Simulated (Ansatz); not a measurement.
# Si: the cost of one run

Method: DFT PBE, scalar-relativistic, plane waves, PAW, in Ansatz 0.2.0.

## 1. The starting structure

The structure is tetragonal, space group I4_122 (No. 98). Conventional cell: a = 4.056 Å, b = 4.056 Å, c = 8.090 Å, α = 90.00°, β = 90.00°, γ = 90.00°. Around Si (site symmetry 2) lie 4 Si at 2.12 to 2.32 Å.

Structure file:

```cif
data_structure
_symmetry_space_group_name_H-M 'I4_122'
_symmetry_Int_Tables_number 98
_cell_length_a 4.0562
_cell_length_b 4.0562
_cell_length_c 8.0900
_cell_angle_alpha 90.000
_cell_angle_beta 90.000
_cell_angle_gamma 90.000
_cell_volume 133.10
loop_
_atom_site_label
_atom_site_type_symbol
_atom_site_symmetry_multiplicity
_atom_site_Wyckoff_symbol
_atom_site_fract_x
_atom_site_fract_y
_atom_site_fract_z
_atom_site_occupancy
Si1 Si 8 f 0.86138 0.25000 0.12500 1
```

Recipe of the guess: 4-connected net of one element (I4_122, No. 98). Its size is a rough estimate.

## 2. Probe: one point on a coarse mesh

Input file input.yaml:

```yaml
crystal:
  lattice:
    - [-2.02807851, 2.02807851, 4.0450187]
    - [2.02807851, -2.02807851, 4.0450187]
    - [2.02807851, 2.02807851, -4.0450187]
  atoms:
    - { symbol: Si, position: [0.375, 0.98638201, 0.11138201] }
    - { symbol: Si, position: [0.73638201, 0.125, 0.11138201] }
    - { symbol: Si, position: [0.01361799, 0.625, 0.88861799] }
    - { symbol: Si, position: [0.875, 0.26361799, 0.88861799] }
basis:
  ecutwfc: 420
kpoints:
  mp_grid: { grid: [6, 6, 6] }
hamiltonian:
  xc: pbe
scf:
  occupations: { method: gaussian, width: 0.1 }
  lower_state_search: "off"
output:
  forces: true
  stress: true
  eigenvalues: true
```

Launch:

```
$ ansatz run input.yaml --threads 1 --pin off --max-ram 2560MiB --backend cpu --events-out ev --progress --plain --runs-dir out
```

What time and memory should one allow on 1 thread of Arm Neoverse V2, shared host?

About 2.6 s, with a peak of 0.32 GiB.
